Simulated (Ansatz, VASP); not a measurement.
**SiC (SiC (P6_3mc)): VASP beside Ansatz**

Aim: how closely do two programs agree when they are given the same cell, functional and k mesh? The cell is taken from a series of runs on this material, whose earlier steps may have relaxed, scaled, displaced or heated it; both programs get it as it stands.

Main program and level: Ansatz 0.2.0; plane waves, with VASP 6.6.1 beside it; single point at r2SCAN.

## (1) The structure

The structure is hexagonal, space group P6_3mc (No. 186). Conventional cell: a = 2.986 Å, b = 2.986 Å, c = 14.655 Å, α = 90.00°, β = 90.00°, γ = 120.00°. Si has 4 C at 1.83 Å nearest. Nearest to Si lie 4 C at 1.83 Å. Nearest to Si lie 4 C at 1.83 to 1.84 Å. C has 4 Si at 1.83 to 1.84 Å nearest. Nearest to C lie 4 Si at 1.83 Å. C has 4 Si at 1.83 Å nearest. Farther neighbours are not listed.

Coordinates:

```cif
data_structure
_symmetry_space_group_name_H-M 'P 1'
_symmetry_Int_Tables_number 1
_cell_length_a 2.9863
_cell_length_b 2.9863
_cell_length_c 14.6546
_cell_angle_alpha 90.000
_cell_angle_beta 90.000
_cell_angle_gamma 120.000
_cell_volume 113.18
loop_
_atom_site_label
_atom_site_type_symbol
_atom_site_fract_x
_atom_site_fract_y
_atom_site_fract_z
_atom_site_occupancy
Si1 Si 0.33333 0.66667 0.83299 1
Si2 Si 0.66667 0.33333 0.33299 1
Si3 Si 0.66667 0.33333 0.66650 1
Si4 Si 0.33333 0.66667 0.16650 1
Si5 Si 0.00000 0.00000 0.49972 1
Si6 Si 0.00000 0.00000 0.99972 1
C7 C 0.00000 0.00000 0.87437 1
C8 C 0.00000 0.00000 0.37437 1
C9 C 0.33333 0.66667 0.70800 1
C10 C 0.66667 0.33333 0.20800 1
C11 C 0.66667 0.33333 0.54153 1
C12 C 0.33333 0.66667 0.04153 1
```

## (2) VASP: single point, r2SCAN, pair 1

A single point gives forces, pressure and levels at one fixed geometry, so differences don't come from the geometry; what else differs is listed under the comparison.

Lines of VASP's logs that name or quote its potential files are left out, and so is its time.

INCAR

```
SYSTEM = SiC
PREC = Accurate
ENCUT = 580
EDIFF = 1E-06
NELM = 120
ISMEAR = -1
SIGMA = 0.01
LREAL = .FALSE.
ALGO = Normal
METAGGA = R2SCAN
LASPH = .TRUE.
NBANDS = 36
LORBIT = 11
LWAVE = .FALSE.
LCHARG = .FALSE.
ISIF = 2
GGA_COMPAT = .FALSE.
EFERMI = MIDGAP
LMIXTAU = .TRUE.
KPAR = 8
```

POSCAR

```
SiC
1.0
    2.9863050268      0.0000000000      0.0000000000
   -1.4931525134      2.5862160166      0.0000000000
    0.0000000000      0.0000000000     14.6546284706
Si C
6 6
Direct
    0.3333333334      0.6666666668      0.8329853991
    0.6666666668      0.3333333334      0.3329853991
    0.6666666668      0.3333333334      0.6665010170
    0.3333333334      0.6666666668      0.1665010170
    0.0000000001      0.0000000001      0.4997224787
    0.0000000001      0.0000000001      0.9997224787
    0.0000000001      0.0000000001      0.8743669375
    0.0000000001      0.0000000001      0.3743669375
    0.3333333334      0.6666666668      0.7079966829
    0.6666666668      0.3333333334      0.2079966829
    0.6666666668      0.3333333334      0.5415284848
    0.3333333334      0.6666666668      0.0415284848
```

KPOINTS

```
Automatic mesh
0
Gamma
11 11 2
0 0 0
```

PAW data sets: Si and C (PBE family, release 64).

Launch:

```sh
mpirun -np 8 vasp_std
```

Numbers of over 12 decimals in the logs are rounded to 6 here.

Output:

```text
[banner, memory and clock lines left out]
running    8 mpi-ranks, on    1 nodes
 distrk:  each k-point on    1 cores,    8 groups
 distr:  one band on    1 cores,    1 groups

 POSCAR found type information on POSCAR SiC
 POSCAR found :  2 types and      12 ions
|                                                                             |
|           W    W    AA    RRRRR   N    N  II  N    N   GGGG   !!!           |
|           W    W   A  A   R    R  NN   N  II  NN   N  G    G  !!!           |
|           W    W  A    A  R    R  N N  N  II  N N  N  G       !!!           |
|           W WW W  AAAAAA  RRRRR   N  N N  II  N  N N  G  GGG   !            |
|           WW  WW  A    A  R   R   N   NN  II  N   NN  G    G                |
|           W    W  A    A  R    R  N    N  II  N    N   GGGG   !!!           |
|                                                                             |
|     For optimal performance we recommend to set                             |
|       NCORE = 2 up to number-of-cores-per-socket                            |
|     NCORE specifies how many cores store one orbital (NPAR=cpu/NCORE).      |
|     This setting can greatly improve the performance of VASP for DFT.       |
|     The default, NCORE=1 might be grossly inefficient on modern             |
|     multi-core architectures or massively parallel machines. Do your        |
|     Unfortunately you need to use the default for GW and RPA                |
|     calculations (for HF NCORE is supported but not extensively tested      |
|     yet).                                                                   |
|                                                                             |

|                                                                             |
|               ----> ADVICE to this user running VASP <----                  |
|                                                                             |
|     You enforced a specific xc type in the INCAR file but a different       |
|     [... a line on the potential file left out ...]
|     I HOPE YOU KNOW WHAT YOU ARE DOING!                                     |
|                                                                             |

 LDA part: xc-table for (None), standard interpolation
 POSCAR, INCAR and KPOINTS ok, starting setup
 FFT: planning ... GRIDC
 FFT: planning ... GRID_SOFT
 FFT: planning ... GRID
 WAVECAR not read
 entering main loop
       N       E                     dE             d eps       ncg     rms          rms(c)
DAV:   1     0.115716234607E+03    0.11572E+03   -0.24508E+04  2304   0.136E+03
DAV:   2    -0.121878363167E+03   -0.23759E+03   -0.22208E+03  3000   0.234E+02
DAV:   3    -0.134136799636E+03   -0.12258E+02   -0.12170E+02  3032   0.496E+01
DAV:   4    -0.134296179102E+03   -0.15938E+00   -0.15911E+00  2912   0.651E+00
DAV:   5    -0.134299015806E+03   -0.28367E-02   -0.28351E-02  2956   0.828E-01    0.252E+01
DAV:   6    -0.121653575449E+03    0.12645E+02   -0.32027E+01  2796   0.225E+01    0.144E+01
DAV:   7    -0.114134380691E+03    0.75192E+01   -0.25877E+00  2904   0.774E+00    0.523E+00
DAV:   8    -0.120781376730E+03   -0.66470E+01   -0.16589E+00  2432   0.713E+00    0.402E+00
DAV:   9    -0.117870967626E+03    0.29104E+01   -0.42606E-01  2520   0.389E+00    0.204E+00
DAV:  10    -0.115388746164E+03    0.24822E+01   -0.66260E-01  2520   0.515E+00    0.612E-01
DAV:  11    -0.115082134560E+03    0.30661E+00   -0.41120E-02  2824   0.134E+00    0.664E-01
DAV:  12    -0.115171856223E+03   -0.89722E-01   -0.26893E-02  2556   0.100E+00    0.401E-01
DAV:  13    -0.115199104198E+03   -0.27248E-01   -0.38151E-02  2416   0.147E+00    0.121E-01
DAV:  14    -0.115197786557E+03    0.13176E-02   -0.39365E-03  2880   0.393E-01    0.213E-01
[...]
DAV:  19    -0.115210096850E+03   -0.10537E-03   -0.76592E-06  2540   0.223E-02    0.115E-02
DAV:  20    -0.115210030328E+03    0.66522E-04   -0.94574E-07  1668   0.866E-03    0.413E-03
DAV:  21    -0.115210075327E+03   -0.44999E-04   -0.63464E-07  1508   0.673E-03    0.205E-03
DAV:  22    -0.115210059405E+03    0.15922E-04   -0.82254E-08  1368   0.187E-03    0.146E-03
DAV:  23    -0.115210069608E+03   -0.10203E-04   -0.69088E-08  1348   0.200E-03    0.420E-04
DAV:  24    -0.115210061176E+03    0.84320E-05   -0.68961E-08  1332   0.166E-03    0.260E-04
DAV:  25    -0.115210063786E+03   -0.26095E-05   -0.71052E-09  1324   0.502E-04    0.238E-04
DAV:  26    -0.115210062918E+03    0.86814E-06   -0.57556E-09  1320   0.468E-04
   1 F= -.11521006E+03 E0= -.11521006E+03  d E =0.000000E+00
```

From OUTCAR (step 2):

```text
ion  position               nearest neighbor table
   1  0.333  0.667  0.833-   7 1.83   7 1.83   7 1.83   9 1.83   3 2.99   3 2.99   3 2.99   6 2.99
                             6 2.99   6 2.99
   2  0.667  0.333  0.333-   8 1.83   8 1.83   8 1.83  10 1.83   4 2.99   4 2.99   4 2.99   5 2.99
                             5 2.99   5 2.99
   3  0.667  0.333  0.667-   9 1.83   9 1.83   9 1.83  11 1.83   1 2.99   1 2.99   1 2.99   5 2.99
                             5 2.99   5 2.99
   4  0.333  0.667  0.167-  10 1.83  10 1.83  10 1.83  12 1.83   2 2.99   2 2.99   2 2.99   6 2.99
                             6 2.99   6 2.99
   5  0.000  0.000  0.500-  11 1.83  11 1.83  11 1.83   8 1.84   2 2.99   2 2.99   2 2.99   3 2.99
                             3 2.99   3 2.99
   6  0.000  0.000  1.000-  12 1.83  12 1.83  12 1.83   7 1.84   1 2.99   1 2.99   1 2.99   4 2.99
                             4 2.99   4 2.99
   7  0.000  0.000  0.874-   1 1.83   1 1.83   1 1.83   6 1.84
   8  0.000  0.000  0.374-   2 1.83   2 1.83   2 1.83   5 1.84
   9  0.333  0.667  0.708-   3 1.83   3 1.83   3 1.83   1 1.83
  10  0.667  0.333  0.208-   4 1.83   4 1.83   4 1.83   2 1.83
  11  0.667  0.333  0.542-   5 1.83   5 1.83   5 1.83   3 1.83
  12  0.333  0.667  0.042-   6 1.83   6 1.83   6 1.83   4 1.83

  LATTYP: Found a hexagonal cell.
 ALAT       =     2.9863050268
 C/A-ratio  =     4.9072778364

 Subroutine GETGRP returns: Found 12 space group operations
 (whereof  6 operations were pure point group operations)

The static configuration has the point symmetry C_3v.
 The point group associated with its full space group is C_6v.

 Found     32 irreducible k-points:

   k-points           NKPTS =     32   k-points in BZ     NKDIM =     32   number of bands    NBANDS=     36

   dimension x,y,z NGX =    24 NGY =   24 NGZ =  120
   dimension x,y,z NGXF=    48 NGYF=   48 NGZF=  240

   ENCUT  =  580.0 eV  42.63 Ry    6.53 a.u.   5.86  5.86 28.78*2*pi/ulx,y,z

   NELECT =      48.0000    total number of electrons

 k-points in reciprocal lattice and weights: Automatic mesh
   0.00000000  0.00000000  0.00000000       0.004
   0.09090909  0.00000000  0.00000000       0.025
   0.18181818  0.00000000  0.00000000       0.025
   0.27272727  0.00000000  0.00000000       0.025
   0.36363636  0.00000000  0.00000000       0.025
   0.45454545  0.00000000  0.00000000       0.025
   0.09090909  0.09090909  0.00000000       0.025
   0.18181818  0.09090909  0.00000000       0.050
   0.27272727  0.09090909  0.00000000       0.050
[...]
0.27272727  0.27272727  0.50000000       0.025
   0.36363636  0.27272727  0.50000000       0.025

 average (electrostatic) potential at core
       1 -81.9785       2 -81.9785       3 -81.9988       4 -81.9988       5 -82.0532
       6 -82.0532       7 -45.3092       8 -45.3092       9 -45.3317      10 -45.3317
      11 -45.4047      12 -45.4047

 E-fermi :  10.3312

 k-point     1 :       0.0000    0.0000    0.0000
  band No.  band energies     occupation
    ...
     20       8.7815      2.00000
     21       8.7815      2.00000
     22       9.0622      2.00000
     23       9.0995      2.00000
     24       9.0995      2.00000
     25      15.7361      0.00000
     26      15.8992      0.00000
     27      16.3455      0.00000
     28      16.8460      0.00000
     29      17.0884      0.00000
    ...

 k-point     2 :       0.0909    0.0000    0.0000
  band No.  band energies     occupation
    ...
     20       8.5673      2.00000
     21       8.5713      2.00000
     22       8.6404      2.00000
     23       8.9672      2.00000
     24       9.0455      2.00000
     25      15.7941      0.00000
     26      16.1033      0.00000
     27      16.2057      0.00000
     28      16.6881      0.00000
     29      16.9243      0.00000
    ...

 k-point     3 :       0.1818    0.0000    0.0000
  band No.  band energies     occupation
    ...
     20       7.5452      2.00000
     21       8.2074      2.00000
     22       8.2507      2.00000
     23       8.6854      2.00000
     24       8.8109      2.00000
     25      14.4514      0.00000
     26      14.8531      0.00000
     27      15.1173      0.00000
     28      15.8206      0.00000
     29      16.5386      0.00000
    ...

  Total       17.2254314     17.2254314     17.0299151      0.0000000      0.0000000      0.0000000
  in kB      243.8411039    243.8411039    241.0733988      0.0000000      0.0000000      0.0000000
  external PRESSURE =     242.9185355 kB  Pullay stress =       0.0000000 kB

  energy-cutoff  :      580.00
  volume of cell :      113.18
      direct lattice vectors                 reciprocal lattice vectors
     2.986305027  0.000000000  0.000000000     0.334861975  0.193332652  0.000000000
    -1.493152513  2.586216017  0.000000000     0.000000000  0.386665303  0.000000000
     0.000000000  0.000000000 14.654628471     0.000000000  0.000000000  0.068237827

 POSITION                                       TOTAL-FORCE (eV/Angst)
 -----------------------------------------------------------------------------------
      0.00000      1.72414     12.20709         0.000000     -0.000000      0.012324
      1.49315      0.86207      4.87978        -0.000000      0.000000      0.012324
      1.49315      0.86207      9.76732        -0.000000      0.000000      0.004038
      0.00000      1.72414      2.44001         0.000000     -0.000000      0.004038
      0.00000      0.00000      7.32325        -0.000000      0.000000     -0.032278
      0.00000      0.00000     14.65056        -0.000000     -0.000000     -0.032278
      0.00000      0.00000     12.81352        -0.000000     -0.000000      0.017116
      0.00000      0.00000      5.48621         0.000000      0.000000      0.017116
      0.00000      1.72414     10.37543        -0.000000      0.000000     -0.000559
      1.49315      0.86207      3.04811         0.000000     -0.000000     -0.000559
      1.49315      0.86207      7.93590         0.000000     -0.000000     -0.000641
      0.00000      1.72414      0.60858        -0.000000      0.000000     -0.000641
 -----------------------------------------------------------------------------------
    total drift:                               -0.000000     -0.000000     -0.002402

  FREE ENERGIE OF THE ION-ELECTRON SYSTEM (eV)
  ---------------------------------------------------
  free  energy   TOTEN  =      -115.2100629177 eV

  energy  without entropy=     -115.2100629177  energy(sigma->0) =     -115.21006292

 total charge
# of ion       s       p       d       tot
------------------------------------------
    1        0.714   1.049   0.000   1.763
    2        0.714   1.049   0.000   1.763
    3        0.713   1.054   0.000   1.767
    4        0.713   1.054   0.000   1.767
    5        0.713   1.052   0.000   1.764
    6        0.713   1.052   0.000   1.764
    7        0.865   1.809   0.000   2.674
    8        0.865   1.809   0.000   2.674
    9        0.864   1.809   0.000   2.673
   10        0.864   1.809   0.000   2.673
   11        0.864   1.807   0.000   2.671
   12        0.864   1.807   0.000   2.671
--------------------------------------------------
tot          9.465  17.159   0.000  26.624

[... 3 further parts left out ...]
```

The run ends at a pressure of 24.29 GPa, with forces up to 0.032 eV/Å.

## (3) Ansatz: single point, r2SCAN, pair 1

Ansatz runs on its PAW soft_1 files.

The same cell, functional, mesh and smearing now go to Ansatz.

input.yaml

```yaml
crystal:
  lattice:
    - [2.9863050268, 0.0, 0.0]
    - [-1.4931525134, 2.5862160166, 0.0]
    - [0.0, 0.0, 14.6546284706]
  atoms:
    - { symbol: Si, position: [0.3333333333, 0.6666666667, 0.8329853991] }
    - { symbol: Si, position: [0.6666666667, 0.3333333333, 0.3329853991] }
    - { symbol: Si, position: [0.6666666667, 0.3333333333, 0.666501017] }
    - { symbol: Si, position: [0.3333333333, 0.6666666667, 0.166501017] }
    - { symbol: Si, position: [0.0, 0.0, 0.4997224787] }
    - { symbol: Si, position: [0.0, 0.0, 0.9997224787] }
    - { symbol: C, position: [0.0, 0.0, 0.8743669375] }
    - { symbol: C, position: [0.0, 0.0, 0.3743669375] }
    - { symbol: C, position: [0.3333333333, 0.6666666667, 0.7079966829] }
    - { symbol: C, position: [0.6666666667, 0.3333333333, 0.2079966829] }
    - { symbol: C, position: [0.6666666667, 0.3333333333, 0.5415284848] }
    - { symbol: C, position: [0.3333333333, 0.6666666667, 0.0415284848] }
basis:
  ecutwfc: 500
  xc_grid: 2
hamiltonian:
  xc: r2scan
  pseudopotentials: { kind: paw, azcp: { folder: soft_1 } }
kpoints:
  mp_grid: { grid: [11, 11, 2] }
scf:
  occupations: { method: fermi_dirac, width: 0.01 }
  max_iter: 80
```

Launch:

```sh
ansatz run input.yaml --threads 8 --pin off --max-ram 15073MiB --backend cpu --events-out ev --progress --plain --runs-dir out
```

Output:

```text
Engine: ansatz 0.2.0, aarch64-unknown-linux-gnu
Pseudopotentials: kind: paw
Pseudopotential: Si, paw, valence charge 4, recommended cutoff 500 eV (meta_gga), soft_1/Si.paw.azcp
Pseudopotential: C, paw, valence charge 4, recommended cutoff 500 eV (meta_gga), soft_1/C.paw.azcp
Functional definition: r2SCAN
  parameter k0 = 0.174
  parameter k1 = 0.065
  parameter a1 = 4.9479
  exchange = r2scan_x(k0 = k0, k1 = k1, a1 = a1)
  correlation = r2scan_c
Crystal: 12 atoms, lattice volume = 113.181 Å³
Basis set: ecut = 500 eV, 2969 PW (Γ), exchange–correlation on 48×48×216 points (8 copies of the dense FFT grid, shifted against one another)
Bands: 36, of which v1, the nominal top of the filled ones, is band 24 counted from 1 (23 counted from 0)
Symmetry: 12 space group operations
Space group: P63mc (ITA 186), of the structure as read, at distance tolerance 4.8e-5 Å
k-points: 32 of 242
Non-local potential: Si, projectors of the file, l = 0: 2, l = 1: 2, l = 2: 1
Non-local potential: C, projectors of the file, l = 0: 2, l = 1: 2, l = 2: 1
PAW form: soft (Blöchl's): semilocal exchange-correlation on the pseudo side does not see the compensation charge
PAW frozen core: Si, regenerated for the run's functional (the file was generated under x = pbe(κ = 0.804, μ = 0.219515), c = pbe(β = 0.066725))
PAW frozen core: C, regenerated for the run's functional (the file was generated under x = pbe(κ = 0.804, μ = 0.219515), c = pbe(β = 0.066725))
PAW one-centre angular grid: Si, 302 points (default); XC on 160 Gauss nodes
PAW one-centre angular grid: C, 302 points (default); XC on 219 of its mesh's 2255 points in the sphere
Initial density: superposition of atomic densities (chi_scale 0.1, normalization cell, long waves kept (reshape's long-wave potential 0.00 eV rms))
Initial wavefunctions: pseudopotential atomic-orbital guess
Functional: x = r2scan, c = r2scan; τ floored in thin density (d = 2e-4 eV/Å³)
SCF iter   1: F=—  HF=-5354.925525 eV  |F-HF|=—  |Δ(HF+E_count)|=         —  Δρ=1.52e-1  dr2=3.05e1  dr2_τ=3.80e0  ethr=3.10e-3  ⟨swp⟩=7.5  Hψ=6287  notcnv=0  defer=16
preconditioner: auto → none  [insulator: Δε(μ)=4.030 eV  Ē_g=14.402 eV  σ=0.010 eV  W_gap=1.00  n_scr=10 (ndim 8)  ℏωp=24.2 eV  f_vac=0.000  D(μ)=0.00/eV (n_scr^D=0)  ε∞_Penn≈3.8]
SCF iter   2: F=—  HF=-5346.803346 eV  |F-HF|=—  |Δ(HF+E_count)|=    8.12e0  Δρ=4.41e-2  dr2=1.02e0  dr2_τ=6.35e-1  ethr=3.10e-3  ⟨swp⟩=4.3  Hψ=3150  notcnv=0  defer=236
SCF iter   3: F=—  HF=-5347.145724 eV  |F-HF|=—  |Δ(HF+E_count)|=   3.42e-1  Δρ=2.06e-2  dr2=2.42e-1  dr2_τ=9.20e-3  ethr=2.12e-3  ⟨swp⟩=2.9  Hψ=1938  notcnv=0  defer=112
automatic band count: iteration 3 solves 32 bands in place of 36: the levels show a gap, and the empty bands left out lie too high to hold charge; the band table lists the bands solved (type scf.n_extra_bands for more)
SCF iter   4: F=—  HF=-5347.201094 eV  |F-HF|=—  |Δ(HF+E_count)|=   5.54e-2  Δρ=8.37e-3  dr2=5.63e-2  dr2_τ=1.21e-3  ethr=5.05e-4  ⟨swp⟩=3.9  Hψ=1616  notcnv=0  defer=80
automatic band count: iteration 4 solves 31 bands in place of 32: the levels show a gap, and the empty bands left out lie too high to hold charge; the band table lists the bands solved (type scf.n_extra_bands for more)
SCF iter   5: F=—  HF=-5347.203771 eV  |F-HF|=—  |Δ(HF+E_count)|=   2.68e-3  Δρ=1.68e-3  dr2=1.29e-3  dr2_τ=6.30e-5  ethr=1.17e-4  ⟨swp⟩=3.6  Hψ=1719  notcnv=0  defer=80
SCF iter   6: F=—  HF=-5347.204548 eV  |F-HF|=—  |Δ(HF+E_count)|=   7.77e-4  Δρ=3.59e-4  dr2=6.45e-5  dr2_τ=2.23e-6  ethr=2.69e-6  ⟨swp⟩=2.3  Hψ=1812  notcnv=0  defer=80
SCF iter   7: F=—  HF=-5347.204603 eV  |F-HF|=—  |Δ(HF+E_count)|=   5.49e-5  Δρ=6.18e-5  dr2=8.53e-6  dr2_τ=2.91e-7  ethr=1.34e-7  ⟨swp⟩=2.3  Hψ=1690  notcnv=0  defer=80
SCF iter   8: F=—  HF=-5347.204602 eV  |F-HF|=—  |Δ(HF+E_count)|=   8.09e-7  Δρ=1.89e-5  dr2=6.00e-7  dr2_τ=2.09e-8  ethr=1.78e-8  ⟨swp⟩=2.3  Hψ=1600  notcnv=0  defer=80
SCF iter   9: F=-5347.204602 eV  HF=-5347.204602 eV  |F-HF|=1.97e-8  |Δ(HF+E_count)|=   3.14e-8  Δρ=8.58e-6  dr2=3.99e-8  dr2_τ=2.61e-9  ethr=2.36e-10  ⟨swp⟩=3.4  Hψ=2561  notcnv=0
SCF 1 converged in 9 iterations: F = -5347.204602 eV  dr2 = 3.99e-8
  greatest PAW one-centre occupation: 0.672 electrons in one spin orbital (limit 2), on the C atom at site 7 (counted from 0), in its partial waves of l = 0
SCF converged after 9 iterations
Free energy (F): -5347.204602 eV
Harris-Foulkes:  -5347.204602 eV  (|F-HF|=1.97e-8)
Internal energy: -5347.204602 eV  (E = F + TS)
E sigma→0 (E₀):  -5347.204602 eV
Fermi energy:    11.834505 eV
--- Per-component energies (eV) ---
  E_band       = 198.436349
  E_kinetic    = 834.261174
  E_local      = -537.731157  (includes V_loc(G=0)·N_el)
  E_nonlocal   = 270.440042
  E_hartree    = 189.349966
  E_xc         = -619.416707
  E_vxc        = -721.596563  (∫ρ·V_xc dr)
  E_paw        = -3722.137100  (= ΣΔE_a)
  E_vpaw       = -59.019386  (= ΣTr[D̂ρ^β])
  E_aug_tail   = 0.000084  (compensation charges beyond the density's cutoff)
  E_vtau       = 33.382542  (kinetic-family band-sum trace: ∫τ·v_τ [+ j·A + Jᵃ·Aᵃ] dr)
  E_ewald      = -1761.363663
  E_core_change = -0.607242  (= ΣΔE_core)
  E_smearing   = -0.000000  (= −TS)
  E_closure    = 0.000000  (closes the sum)
  Σ components = -5347.204602   (vs F -5347.204602, Δ=0.00e0)
```

## (4) Differences

Known differences besides the potentials themselves: VASP keeps PBE cores, Ansatz makes them for the functional; the cutoff is 500 eV in Ansatz and 580 eV in VASP. Total energies have different zeros and are not compared.

The two programs side by side:

```
              quantity  Ansatz   VASP  difference
gap on the k mesh (eV)   2.447  2.463      -0.016
```

A gap on the mesh is an upper bound, since the band edges may lie between its points.

(Part 1 of 2 ends here.)

[Lines on the potential files, build, host, timing and source positions are cut from VASP's logs without a mark.]

[Logs are printed without paths, hosts, clocks, repeated set-up lines and the standing remarks that a program may print on its own settings, such as how far it seeks lower states.]

[Hosts, paths, dates, database ids (printed as entryN), source tags and the programs' standing remarks are cut or masked in the printed files.]
